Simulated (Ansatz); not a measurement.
Theory: DFT PBE, scalar-relativistic, plane waves, PAW in Ansatz. All cells share a 420 eV cutoff and Γ-centred k meshes spaced at most about 0.3 Å⁻¹ (about 0.25 or finer for metals, 2π included). No spin polarisation in the final relaxations.

These are static total energies at zero pressure.

Two relaxed structures of Si2Ge3:

A.

Space group P6/mmm (No. 191). a = 2.799 Å, b = 2.799 Å, c = 13.024 Å, α = 90.00°, β = 90.00°, γ = 120.00°
```
atom  site  symmetry       x       y       z
  Si    2e       6mm  0.0000  0.0000  0.5939
  Ge    2e       6mm  0.0000  0.0000  0.7910
  Ge    1a     6/mmm  0.0000  0.0000  0.0000
```

B.

Space group R-3m:H (No. 166). a = 2.932 Å, b = 2.932 Å, c = 35.739 Å, α = 90.00°, β = 90.00°, γ = 120.00°
| atom | site | symmetry | x | y | z |
| --- | --- | --- | --- | --- | --- |
| Si | 6c | 3m | 0.3333 | 0.6667 | 0.9717 |
| Ge | 6c | 3m | 0.0000 | 0.0000 | 0.9059 |
| Ge | 3b | -3m | 0.6667 | 0.3333 | 0.8333 |

Question: Which would you expect to be lower, and how large is the difference?

Answer: A is lower, by 136 meV/atom. A has space group P6/mmm (No. 191), 17.7 Å³/atom and no gap on its mesh; B has Si and Ge ordered on fcc sites, space group R-3m (No. 166), 17.7 Å³/atom and no gap. Counting Ge atoms around Si (those within 1.25 times the shortest such distance or 1.15 times the sum of covalent radii; the shortest distance is added where it is long for a bond), A has Si 1 and B has Si 3 from 2.9 Å. Even the lower one lies +0.31 eV/atom against the reference forms of the elements (uncorrected), so neither is stable at this level. In A, around Si lie 1 Si at 2.45 Å, 1 Ge at 2.57 Å and 6 Si at 2.80 Å; around Ge on a site of symmetry 6mm lie 1 Si at 2.57 Å and 7 Ge at 2.72–2.80 Å; around Ge on a site of symmetry 6/mmm lie 8 Ge at 2.72–2.80 Å. In B, Si is surrounded by 3 Si at 2.64 Å, 3 Ge at 2.90 Å and 6 Si at 2.93 Å; around Ge on a site of symmetry 3m lie 3 Si at 2.90 Å and 9 Ge at 2.93–3.10 Å; Ge on a site of symmetry -3m is surrounded by 12 Ge at 2.93–3.10 Å. Both come from invented guesses.

Cells relaxed within their symmetry can be saddle points.
